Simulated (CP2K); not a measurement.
The system is MgS (Niningerite).

```
S Mg
1.0
     3.67929    0.00000    0.00000
     1.83964    3.18636    0.00000
     1.83964    1.06212    3.00413
S Mg
1 1
Direct
  0.50000 0.50000 0.50000
  0.00000 0.00000 0.00000
```

Program: CP2K 2026.2. Alike in all runs: no spin polarisation; cell as given; k mesh 9 × 9 × 9.

Question: Order these runs on this cell by their pressure, lowest first.
A. level r2SCAN; potentials or basis POTENTIAL_UZH S GTH-SCAN-q6, Mg GTH-SCAN-q10; TZVP-MOLOPT-SCAN-GTH basis; smearing fermi-dirac 0.05 eV; EPS_DEFAULT 1.0E-10; NGRIDS 5; points a segment of the path (NPOINTS) 8; bands added on the path 6
B. level LDA; potentials or basis GTH_POTENTIALS S GTH-PADE-q6, Mg GTH-PADE-q10; TZVP-MOLOPT-PBE-GTH basis; smearing fermi-dirac 0.01 eV; EPS_DEFAULT 1.0E-9; NGRIDS 5; points a segment of the path (NPOINTS) 8; bands added on the path 2
C. level PBE; potentials or basis POTENTIAL_UZH S GTH-PBE-q6, Mg GTH-PBE-q10; TZVP-MOLOPT-PBE-GTH basis; smearing fermi-dirac 0.05 eV; EPS_DEFAULT 1.0E-10; NGRIDS 4
D. level RPBE; potentials or basis POTENTIAL_UZH S GTH-PBE-q6, Mg GTH-PBE-q10; TZVP-MOLOPT-PBE-GTH basis; smearing gaussian 0.1 eV; EPS_DEFAULT 1.0E-10; NGRIDS 5
E. level RPBE+D3(BJ); potentials or basis POTENTIAL_UZH S GTH-PBE-q6, Mg GTH-PBE-q10; TZVP-MOLOPT-PBE-GTH basis; smearing gaussian 0.1 eV; EPS_DEFAULT 1.0E-10; NGRIDS 5; points a segment of the path (NPOINTS) 6; bands added on the path 4; D3 from the s-dftd3 library (D3_REFERENCE_CODE) yes

Answer: E (-12.0 GPa), B (-1.6 GPa), A (1.0 GPa), C (2.7 GPa), D (4.6 GPa).

Caveats: the basis of atomic orbitals isn't converged, which shifts pressures, moduli and gaps; the potentials were made for another functional, which shifts forces and pressure (some runs).

Not every run made on this cell is shown here.
